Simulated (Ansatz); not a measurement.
The system is CdS (Greenockite).

```
Cd S
1.0
     4.15000    0.00000    0.00000
    -2.07500    3.59401    0.00000
     0.00000    0.00000    6.73700
Cd S
2 2
Direct
  0.66667 0.33333 0.50000
  0.33333 0.66667 0.00000
  0.66667 0.33333 0.87500
  0.33333 0.66667 0.37500
```

Base run:

```yaml
Program: Ansatz 0.2.0
Functional: PBE
Potentials_or_basis: Ansatz PAW
Cutoff: "420 eV (not typed: the program's choice for these potentials)"
k_mesh: 7 × 7 × 4
Occupations: fermi-dirac, width 0.05 eV
Spin: no spin polarisation
```

Its results: band gap on the k mesh 1.20 eV, direct; pressure 2.1 GPa; largest force 0.068 eV/Å.

The run is repeated on the same cell with these changes: functional from PBE to RPBE. What comes out?

Band gap on the k mesh 1.38 eV, direct; pressure 4.3 GPa; largest force 0.070 eV/Å.

RPBE binds less tightly than PBE, so the same cell stands under more pressure.

Caveats: the PAW data sets come from PBE, with cores solved anew for the run's functional, which leaves a small shift of forces and pressure (some runs).
